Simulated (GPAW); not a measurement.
Runs of GPAW 26.7.0 on Nb3Sn. Symmetry: Pm-3n, No. 223, cubic system. Conventional cell: a = 5.282 Å, b = 5.282 Å, c = 5.282 Å, α = 90.00°, β = 90.00°, γ = 90.00°. Sn (site symmetry m-3) has 12 Nb at 2.95 Å as nearest neighbours. Nb (site symmetry -4m2) is surrounded by 2 Nb at 2.64 Å and 4 Sn at 2.95 Å. 

```csv
task,level,potentials or basis,cell,optimizer,fmax,max steps,convergence,gap on the mesh (eV),pressure (GPa),V0 of scaled cells (Å³/atom),relaxed volume (Å³/atom),B0 (GPa)
equation of state,PBE,"GPAW PAW data sets (gpaw-data 1.2.1), pw",as given,-,-,-,-,-,-,18.70,-,(a)
relaxation of cell and atoms,PBEsol+D3,"PAW data sets generated in the run's folder for this functional, pw",relaxed,BFGS,0.02 eV/Å,60,density=1e-05 forces=0.0001,none,0.0,-,17.55,-
relaxation of cell and atoms,PBEsol+D4,"PAW data sets generated in the run's folder for this functional, pw",relaxed,BFGS,0.02 eV/Å,60,density=1e-05 forces=0.0001,none,0.2,-,17.84,-
equation of state,LDA,"the program's PAW data sets (release 1.2.1) made for this functional, pw",as given,-,-,-,-,-,-,(b),-,184
relaxation of cell and atoms,PBEsol+D3(BJ)+ATM,"PAW data sets generated in the run's folder for this functional, pw",relaxed,BFGS,0.02 eV/Å,60,density=1e-05 forces=0.0001,none,0.0,-,17.53,-
relaxation of cell and atoms,PBEsol+D3(BJ),"PAW data sets generated in the run's folder for this functional, pw",relaxed,BFGS,0.02 eV/Å,60,density=1e-05 forces=0.0001,none,0.0,-,17.42,-
relaxation of cell and atoms,PBEsol,"PAW data sets generated in the run's folder for this functional, pw",relaxed,BFGS,0.02 eV/Å,60,density=1e-05 forces=0.0001,none,0.1,-,18.05,-
```

Alike in all rows: no spin polarisation; k mesh 4 × 4 × 4; cutoff (eV) 600; smearing fermi-dirac 0.05 eV.

Problem. Fill in the values left out.

Solution. (a) 161; (b) 17.65.

Caveats: later steps reuse the first step's grids (some runs); pairwise dispersion overbinds metals, which lowers pressure and volume (some runs).

A k mesh can miss the band edges, and the runs leave out spin-orbit coupling on Nb, Sn.

A gap of «none» marks a metal or a gap under the smearing width.

Not every run made on this cell is shown here.
